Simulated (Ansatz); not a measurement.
# C: the cost of one run

Computed with Ansatz 0.2.0 (DFT PBEsol, scalar-relativistic, plane waves, PAW, unless a step's input says otherwise).

## 1. The system as given

It takes space group P2/m (No. 10, monoclinic). Conventional cell: a = 9.526 Å, b = 2.456 Å, c = 27.151 Å, α = 90.00°, β = 90.00°, γ = 90.00°. C (site symmetry m) is surrounded by 2 C at 1.42 Å. Around C (site symmetry m) lie 3 C at 1.42 Å.

Structure file:

```cif
data_structure
_symmetry_space_group_name_H-M 'P 1'
_symmetry_Int_Tables_number 1
_cell_length_a 2.4562
_cell_length_b 9.5265
_cell_length_c 27.1505
_cell_angle_alpha 90.000
_cell_angle_beta 90.000
_cell_angle_gamma 90.000
_cell_volume 635.29
loop_
_atom_site_label
_atom_site_type_symbol
_atom_site_fract_x
_atom_site_fract_y
_atom_site_fract_z
_atom_site_occupancy
C1 C 0.00000 0.13295 0.31307 1
C2 C 0.50000 0.16619 0.33644 1
C3 C 0.50000 0.23266 0.38317 1
C4 C 0.00000 0.26590 0.40653 1
C5 C 0.00000 0.33237 0.45327 1
C6 C 0.50000 0.36561 0.47663 1
C7 C 0.50000 0.43208 0.52337 1
C8 C 0.00000 0.46532 0.54673 1
C9 C 0.00000 0.53179 0.59347 1
C10 C 0.50000 0.56503 0.61683 1
C11 C 0.50000 0.63151 0.66356 1
C12 C 0.00000 0.66474 0.68693 1
```

Slab cut from the bulk at the bulk's listed lattice constants, lower half held.

## 2. Relaxing the atoms

input.yaml

```yaml
crystal:
  lattice:
    - [2.45617016, 0.0, 0.0]
    - [0.0, 9.52646521, 0.0]
    - [0.0, 0.0, 27.1505467721]
  atoms:
    - { symbol: C, position: [0.99999999, 0.13294846, 0.3130692016] }
    - { symbol: C, position: [0.5, 0.16618558, 0.3364355514] }
    - { symbol: C, position: [0.49999999, 0.23265981, 0.383168251] }
    - { symbol: C, position: [0.0, 0.26589693, 0.4065346008] }
    - { symbol: C, position: [0.99999999, 0.33237116, 0.4532673004] }
    - { symbol: C, position: [0.5, 0.36560828, 0.4766336502] }
    - { symbol: C, position: [0.49999999, 0.43208251, 0.5233663498] }
    - { symbol: C, position: [0.0, 0.46531963, 0.5467326996] }
    - { symbol: C, position: [0.99999999, 0.53179386, 0.5934653992] }
    - { symbol: C, position: [0.5, 0.56503098, 0.616831749] }
    - { symbol: C, position: [0.49999999, 0.63150521, 0.6635644486] }
    - { symbol: C, position: [0.0, 0.66474232, 0.6869307984] }
basis:
  ecutwfc: 600.0
  fft_grid_basis: typed
kpoints:
  mp_grid: { grid: [10, 3, 1] }
hamiltonian:
  xc: pbesol
scf:
  occupations: { method: gaussian, width: 0.1 }
output:
  forces: true
  eigenvalues: true
efield:
  axis: 3
  dipole_correction: true
  ramp_width: 0.04
relax:
  adjacent_minimum: "off"
  f_tol: 0.04
  max_steps: 40
  constraints: [{ sites: [0, 1, 2, 3, 4, 5] }]
```

Started as:

```console
> ansatz run input.yaml --threads 1 --pin off --max-ram 2211MiB --backend cpu --events-out ev --progress --plain --runs-dir out
```

**Question.** How long does this run take on 1 thread of AMD EPYC 9R45 (Zen 5), shared host, and how much memory does it need?

About 86 s, with a peak of 1.1 GiB.
